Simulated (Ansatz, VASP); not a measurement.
BaTiO3 (Barioperovskite): VASP beside Ansatz

INCAR

```
  PREC = Accurate
  ENCUT = 520
  EDIFF = 1E-6
  ISMEAR = -1
  SIGMA = 0.05
  LREAL = F
  LASPH = T
  NELM = 150
  ALGO = Normal
  ISIF = 2
  LWAVE = F
  LCHARG = F
  LMAXMIX = 4
  LDAU = T
  LDAUTYPE = 2
  LDAUL = -1 2 -1
  LDAUU = 0 2 0
  LDAUJ = 0 0 0
  LDAUPRINT = 1
  GGA = PS
  NBANDS = 28
```

KPOINTS

```
regular mesh
0
Gamma
  7 7 7
```

The input POSCAR:

```
BaTiO3
1.0
    3.9855000000      0.0000000000      0.0000000000
    0.0000000000      2.8369000000      2.8451500000
    0.0000000000     -2.8369000000      2.8451500000
Ba Ti O
1 1 3
Direct
    0.0000000000      0.0000000000      0.0000000000
    0.5000000000      0.5124000000      0.5124000000
    0.5000000000      0.9918400000      0.5052400000
    0.5000000000      0.5052400000      0.9918400000
    0.0000000000      0.4874000000      0.4874000000
```

Contents of input.yaml:

```yaml
crystal:
  lattice:
    - [3.9855, 0.0, 0.0]
    - [0.0, 2.8369, 2.84515]
    - [0.0, -2.8369, 2.84515]
  atoms:
    - { symbol: Ba, position: [0.0, 0.0, 0.0] }
    - { symbol: Ti, position: [0.5, 0.5124, 0.5124] }
    - { symbol: O, position: [0.5, 0.99184, 0.50524] }
    - { symbol: O, position: [0.5, 0.50524, 0.99184] }
    - { symbol: O, position: [0.0, 0.4874, 0.4874] }
hamiltonian:
  xc: pbesol
  pseudopotentials: { kind: paw }
  hubbard: { sites: [{ species: Ti, l: d, u_eff: 2.0 }] }
kpoints:
  mp_grid: { grid: [7, 7, 7] }
scf:
  occupations: { method: fermi_dirac, width: 0.05 }
  n_extra_bands: 12
output:
  forces: true
  stress: true
  eigenvalues: true
  dos: { projected: true, de: 0.05, nscf_kmesh: { grid: [11, 11, 11] } }
```

Alike in both runs: functional PBEsol; k mesh 7 × 7 × 7; occupations fermi-dirac, width 0.05 eV; no spin polarisation; Hubbard terms Ti d U = 2.0 eV.

|  | VASP | Ansatz |
| --- | --- | --- |
| version | VASP 6.6.1 | Ansatz 0.2.0 |
| potentials or method | VASP PAW PBE potentials, release 64 (Ba_sv, Ti_sv, O) | Ansatz PAW |
| plane-wave cutoff (eV) | 520 | 420 |
| valence electrons in the cell | 40 | 40 |
| task | single point | projected density of states |

```csv
,VASP,Ansatz,Ansatz less VASP
gap on the k mesh at the Fermi level (eV),2.09,2.14,+0.049
least direct gap on the mesh (eV),2.24,2.26,+0.013
pressure (GPa),-0.4,-3.3,-2.88
largest component of the traceless stress (GPa),0.38,0.37,-0.004
rms of the force components (eV/Å),0.103,0.111,+0.0086
```

The programs project onto different local orbitals, so the same U acts differently. Atom by atom the forces differ by 0.075 eV/Å (rms over components).

Caveats: spin-orbit coupling is left out, which moves the levels of the heavy elements; the PAW data sets were made with another functional, which shifts forces and pressure a little (VASP); an odd mesh through Γ misses points on the zone boundary, where band edges often lie (VASP); odd divisions of the mesh miss points on the zone boundary, where band edges often lie, so the gap on the mesh can be too wide (Ansatz); the pressure holds a Pulay correction of +0.6 GPa for the finite cutoff (Ansatz); the PAW data sets come from PBE, with cores solved anew for the run's functional, which leaves a small shift of forces and pressure (Ansatz); the density of states is complete only up to the lowest level of the last band computed (Ansatz).
